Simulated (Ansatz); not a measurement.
# Stability checks on a candidate for FeCo3

The structure comes from a generated guess, relaxed at this level; another structure or a mixture of phases may lie lower.

All numbers below come from DFT PBE, scalar-relativistic, plane waves, PAW (Ansatz). The final run on the 4-atom cell used 420 eV, a Γ-centred 24×24×6 mesh, 0.10 eV smearing and collinear spin.

```yaml
crystal:
  lattice:
    - [2.49643, 0.00000, 0.00000]
    - [-1.24821, 2.16197, 0.00000]
    - [0.00000, 0.00000, 8.21749]
  atoms:
    - { symbol: Fe, position: [0.33333, 0.66667, 0.00000] }
    - { symbol: Co, position: [0.33333, 0.66667, 0.50000] }
    - { symbol: Co, position: [0.66667, 0.33333, 0.25559] }
    - { symbol: Co, position: [0.66667, 0.33333, 0.74441] }
```

The zero of energy is the elements' standard structures at the same level; no fitted shifts are applied.

Question: These tests were run: energy against the elements; phonons at Γ. What do they show?

Answer:

```csv
test,result
energy against the elements,+0.05 eV/atom
phonons at Γ,lowest optical mode 53 cm⁻¹
```

It fails one test: energy against the elements. It may still be a metastable minimum.

The magnetic state reached may not be the lowest. The run for the phonons used a 24×24×6 k mesh and Gaussian smearing of 0.20 eV. The cell carries site moments Fe 2.4; Co 1.7 (×3) μB.
